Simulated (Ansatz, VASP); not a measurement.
# La2O3: VASP beside Ansatz

```xyz
5
Lattice="3.9237 0.0000 0.0000 -1.9618 3.3980 0.0000 0.0000 0.0000 6.0989" Properties=species:S:1:pos:R:3 pbc="T T T"
La    1.9618    1.1327    4.6012
La    0.0000    2.2653    1.4977
O     1.9618    1.1327    2.1572
O     0.0000    2.2653    3.9417
O     0.0000    0.0000    0.0000
```

Alike in both runs: functional revPBE; dispersion D3(BJ); k mesh 6 × 6 × 4; no spin polarisation.

Ansatz relaxed the structure, and its values are those at the end. VASP's run is a single point on that final structure, the one shown.

```csv
,VASP,Ansatz
version,VASP 6.6.1,Ansatz 0.2.0
potentials or method,"VASP PAW PBE potentials, release 64 (La, O)","plane waves, PAW"
plane-wave cutoff (eV),520,571
occupations,"gaussian, width 0.01 eV",fixed
valence electrons in the cell,40,40
```

VASP gave:

```
pressure (GPa)                     : -0.3
rms of the force components (eV/Å) : 0.005
dispersion energy (meV/atom)       : -466.4
```

Q: Which values does Ansatz return?

A: Pressure (GPa): 0.0; rms of the force components (eV/Å): 0.001; dispersion energy (meV/atom): -466.5.

Caveats: the PAW data sets were made with another functional, which shifts forces and pressure a little (VASP). A k mesh can miss the band edges.
